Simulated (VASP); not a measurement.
## W: single point with r2SCAN

The system is W.

```
CELL_PARAMETERS angstrom
2.71494 0.00000 0.00000
-1.35747 2.35121 0.00000
0.00000 0.00000 2.53677
ATOMIC_POSITIONS crystal
W 0.00000 0.00000 0.00000
```

The cell was built by a generator and needn't be a form met in nature.

- Program: VASP 6.6.1
- Task: single point
- Functional: r2SCAN
- Potentials or basis: VASP PAW PBE potentials, release 64 (W_sv)
- Cutoff: 520 eV
- k mesh: 9 × 9 × 8
- Occupations: gaussian, width 0.1 eV
- Spin: no spin polarisation

```
Pressure               : 20.1 GPa
Band gap on the k mesh : none (metal or under the smearing width)
```

Stress tensor (GPa, compression positive):
```
17.40  0.00  0.00
 0.00 17.40  0.00
 0.00  0.00 25.59
```

Levels at points of the mesh, in eV from the Fermi level:
```tsv
k point	band 4	band 5	band 6	band 7	band 8	band 9	band 10	band 11
(0.00, 0.00, 0.00)	-38.53	-9.63	-5.12	-0.75	-0.75	6.00	6.00	13.41
(0.00, 0.00, 0.50)	-38.41	-5.70	-0.91	0.31	0.31	1.61	1.61	11.53
```

Wall time 23 s on 1 thread of AMD EPYC 9R45 96-Core Processor (Zen 5) (shared host), peak memory 0.1 GiB.

Caveat: so large a pressure means that the cell lies far from this level's equilibrium, or that cutoff or potentials fall short; the potentials were made for another functional, which shifts forces and pressure. Spin-orbit coupling is left out, which matters for the levels of W.
